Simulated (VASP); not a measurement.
The system is Au.

```
Au
1.0
     0.00000    2.03500    2.03500
     2.03500    0.00000    2.03500
     2.03500    2.03500    0.00000
Au
1
Direct
  0.00000 0.00000 0.00000
```

Base run:

- Program: VASP 6.6.1
- Functional: TPSS
- Potentials or basis: VASP PAW PBE potentials, release 64 (Au)
- Cutoff: 520 eV
- k mesh: 11 × 11 × 11
- Occupations: fermi-dirac, width 0.05 eV
- Spin: no spin polarisation

Its results: pressure 6.3 GPa.

**Question.** After a change of settings the same cell gave: pressure 7.2 GPa. Which change was it?
A. functional from TPSS to revTPSS
B. functional from TPSS to r2SCAN; further incar settings from ALGO = Normal; EDIFF = 1e-06 to ALGO = Normal; EDIFF = 1e-07; NBANDS = 12
C. functional from TPSS to PBE; occupations from fermi-dirac, width 0.05 eV to gaussian, width 0.017 eV
D. functional from TPSS to revPBE; further incar settings from ALGO = Normal; EDIFF = 1e-06 to ALGO = Fast; EDIFF = 1e-06

**Answer.** B.

Caveats: the PAW data sets were made with another functional, which shifts forces and pressure a little.

Not every run made on this cell is shown here.
